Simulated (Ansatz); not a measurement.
Runs of Ansatz 0.2.0 on SnO2 (Cassiterite). Symmetry: P4_2/mnm, No. 136, tetragonal system. The conventional cell has a = 4.738 Å, b = 4.738 Å, c = 3.187 Å, α = 90.00°, β = 90.00°, γ = 90.00°. Sn (site symmetry mmm) has 6 O at 2.05 to 2.06 Å as nearest neighbours. O (site symmetry m2m) is surrounded by 3 Sn at 2.05 to 2.06 Å. 

```tsv
task	level	potentials or basis	spin	cell	cutoff (eV)	gap on the mesh (eV)	pressure (GPa)	V0 of scaled cells (Å³/atom)	B0 (GPa)
equation of state	PBE	Ansatz PAW	SOC, no magnetisation	as given	420	-	-	(b)	182
equation of state	PBE	Ansatz PAW polarizable	off	as given	420	-	-	(a)	182
relaxation of cell and atoms	revPBE+D4	Ansatz PAW	off	relaxed	420	0.96	0.0	-	-
single point	PBE	Ansatz PAW	off	as given	500	1.28	11.1	-	-
equation of state	m-r2SCAN	Ansatz PAW	off	as given	500	-	-	12.10	216
```

Alike in all rows: k mesh 6 × 6 × 8; smearing fermi-dirac 0.05 eV.

Problem. Estimate the missing entries.

Solution. (a) 12.58; (b) 12.57.

Caveats: the cell was scaled at fixed shape and fractional positions, which overstates the stiffness of a crystal with free parameters, most of all of layers and chains (some runs); spin-orbit coupling is left out, which moves the levels of the heavy elements (some runs); the plane-wave basis is chosen anew once the cell has moved, so the energies of steps on either side of that aren't comparable (some runs); the PAW data sets come from PBE, with cores solved anew for the run's functional, which leaves a small shift of forces and pressure (some runs); the PAW data sets were made with another functional, which shifts forces and pressure a little (some runs).

A k mesh can miss the band edges, and rows without SOC leave out spin-orbit coupling on Sn.
